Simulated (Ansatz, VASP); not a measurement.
**H in VASP and in Ansatz**

```
CELL_PARAMETERS angstrom
2.68451 0.00000 0.00000
0.00000 2.68451 0.00000
0.00000 0.00000 0.99340
ATOMIC_POSITIONS crystal
H 0.00000 0.00000 0.50000
```

Change from the starting cell: volume scaled by 1.04.

Alike in both runs: task single point; functional PBE; k mesh 10 × 10 × 26; occupations fermi-dirac, width 0.05 eV; no spin polarisation.

```csv
,VASP,Ansatz
version,VASP 6.6.1,Ansatz 0.2.0
potentials or method,"VASP PAW PBE potentials, release 64 (H)",Ansatz PAW
plane-wave cutoff (eV),520,420
valence electrons in the cell,1,1
```

Ansatz gave:

* gap on the k mesh at the Fermi level (eV): none
* pressure (GPa): 0.4
* largest component of the traceless stress (GPa): 3.86

What did VASP give for the same quantities?

gap on the k mesh at the Fermi level (eV): none; pressure (GPa): 0.1; largest component of the traceless stress (GPa): 3.88.

A gap of «none» marks a metal or a gap that the smearing closes. The functional is the same, so the differences come from potentials, cutoffs and numerics.
